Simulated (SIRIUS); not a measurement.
A run of SIRIUS 7.12.0:

sirius.json

```json
{
  "control": {
    "processing_unit": "cpu",
    "verbosity": 2,
    "num_bands_to_print": 13,
    "print_forces": true,
    "print_stress": true
  },
  "parameters": {
    "electronic_structure_method": "pseudopotential",
    "xc_functionals": ["XC_GGA_X_PBE", "XC_GGA_C_PBE"],
    "gk_cutoff": 9.2,
    "pw_cutoff": 18.4,
    "ngridk": [12, 12, 12],
    "shiftk": [0, 0, 0],
    "smearing": "fermi_dirac",
    "smearing_width": 0.0018374661,
    "num_bands": 13,
    "num_mag_dims": 1,
    "num_dft_iter": 100,
    "energy_tol": 1e-08,
    "density_tol": 1e-06
  },
  "iterative_solver": {
    "type": "davidson",
    "min_tolerance": 1e-10
  },
  "mixer": {
    "type": "anderson",
    "beta": 0.5,
    "max_history": 8
  },
  "settings": {
    "tol_ne": 1e-10,
    "pseudo_grid_cutoff": 6.5,
    "smooth_initial_mag": true
  },
  "unit_cell": {
    "lattice_vectors": [
      [-2.861706756827, 2.861706756827, 2.861706756827],
      [2.861706756827, -2.861706756827, 2.861706756827],
      [2.861706756827, 2.861706756827, -2.861706756827]
    ],
    "atom_coordinate_units": "lattice",
    "atom_types": ["V"],
    "atom_files": {
      "V": "V.json"
    },
    "atoms": {
      "V": [
        [0.0, 0.0, 0.0, 0.0, 0.0, 2.0]
      ]
    }
  }
}
```

Potentials or basis: PseudoDojo 0.5 PBE stringent (scalar relativistic).

The run is started by

```bash
$ upf_to_json V.upf
$ OMP_NUM_THREADS=1 sirius.scf --input=sirius.json --output=out.json --task=0
```

Hardware: 1 thread of Intel(R) Xeon(R) Platinum 8488C (Sapphire Rapids), on a shared host.

Problem. Estimate the wall time of this run.

Solution. Wall time 24 s on 1 thread of Intel(R) Xeon(R) Platinum 8488C (Sapphire Rapids), on a shared host, peak memory 0.22 GiB. Counts: scf iterations 16, k points 72, plane waves 1253, bands 13.
